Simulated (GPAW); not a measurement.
Runs of GPAW 26.7.0 on Nb. Symmetry: Pm-3m, No. 221, cubic system. Conventional cell: a = 2.720 Å, b = 2.720 Å, c = 2.720 Å, α = 90.00°, β = 90.00°, γ = 90.00°. Nb (site symmetry m-3m) is surrounded by 6 Nb at 2.72 Å. The cell was built by a generator and needn't be a form met in nature.

```tsv
level	potentials or basis	eigensolver	gap on the mesh (eV)	pressure (GPa)	relaxed volume (Å³/atom)
AM05	PAW data sets generated in the run's folder for this functional, pw	-	none	0.2	(b)
r2SCAN	GPAW PAW data sets (gpaw-data 1.2.1), pw	-	none	0.0	(a)
PW91	PAW data sets generated in the run's folder for this functional, pw	-	none	0.0	19.78
LDA	the program's PAW data sets (release 1.2.1) made for this functional, pw	-	none	0.0	18.60
RPBE	the program's PAW data sets (release 1.2.1) made for this functional, pw	-	none	0.2	20.17
TPSS	GPAW PAW data sets (gpaw-data 1.2.1), pw	davidson	none	0.0	19.46
SCAN	GPAW PAW data sets (gpaw-data 1.2.1), pw	-	none	0.0	19.46
revPBE	the program's PAW data sets (release 1.2.1) made for this functional, pw	-	none	-0.1	20.09
```

Alike in all rows: task relaxation of cell and atoms; no spin polarisation; cell relaxed; k mesh 8 × 8 × 8; cutoff (eV) 600; smearing fermi-dirac 0.05 eV.

Question: Estimate the missing entries.

Answer: (a) 19.60; (b) 18.96.

Caveats: later steps reuse the first step's grids; the PAW data sets were made with another functional, which shifts forces and pressure a little (some runs).

A k mesh can miss the band edges, and the runs leave out spin-orbit coupling on Nb.

A gap of «none» marks a metal or a gap under the smearing width.

Runs at the PBE level aren't shown here.
